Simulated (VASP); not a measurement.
Write the native input for VASP 6.6.1 that does the following.

* Task: relaxation of cell and atoms
* Functional: LDA
* Potentials or basis: VASP PAW LDA potentials, release 64 (Ga_d, P)
* Cutoff: 600 eV
* k mesh: 8 × 8 × 8
* Occupations: fermi-dirac, width 0.05 eV
* Spin: no spin polarisation
* Further INCAR settings: ALGO = Normal; EDIFF = 1e-07; IBRION = 2; EDIFFG = -0.01; NSW = 40; ISIF = 3

The structure of GaP lies in POSCAR:

```
GaP
1.0
    0.0000000000      2.7252500000      2.7252500000
    2.7252500000      0.0000000000      2.7252500000
    2.7252500000      2.7252500000      0.0000000000
Ga P
1 1
Direct
    0.0000000000      0.0000000000      0.0000000000
    0.7500000000      0.7500000000      0.7500000000
```

These files were run (other wordings do the same):

INCAR

```
SYSTEM = GaP
PREC     = Accurate       ! precision mode
ENCUT    = 600            ! plane-wave cutoff, eV
EDIFF    = 1E-7           ! SCF threshold, eV
ISMEAR   = -1             ! smearing method
SIGMA    = 0.05           ! smearing width, eV
LREAL    = .FALSE.        ! projectors in reciprocal space
LASPH    = .TRUE.         ! aspherical terms in the spheres
NELM     = 80             ! most SCF steps
ALGO     = Normal         ! electronic algorithm
ISIF     = 3              ! what is computed and relaxed
LWAVE    = .FALSE.        ! write WAVECAR
LCHARG   = .FALSE.        ! write CHGCAR
GGA      = CA             ! functional
IBRION   = 2              ! ionic algorithm
NSW      = 40             ! ionic steps
EDIFFG   = -0.01          ! ionic threshold
```

KPOINTS

```
regular mesh
0
G
  8 8 8
  0 0 0
```

Potentials or basis: VASP PAW LDA potentials, release 64 (Ga_d, P).

The run is started by

```bash
$ cat potpaw_LDA.64/Ga_d/POTCAR potpaw_LDA.64/P/POTCAR > POTCAR
$ mpirun -np 1 vasp_std > vasp.out
```

It gave:

| Property | Result |
| --- | --- |
| Relaxed volume | 19.61 Å³/atom |
| Relaxed cell | a = 3.814 Å, b = 3.814 Å, c = 3.814 Å, α = 60.00°, β = 60.00°, γ = 60.00° |
| Space group after relaxing (to 0.05 Å) | F-43m (No. 216) |
| Energy gained by relaxing | 5.4 meV/atom |
| Ionic steps | 3 |
| Pressure after relaxing | 0.0 GPa |
| Band gap on the k mesh | 1.43 eV, indirect (least direct gap 1.90 eV) |

Run time: 23 s on 1 thread of AMD EPYC 9R45 (Zen 5), on a shared host, peak memory 0.14 GiB.
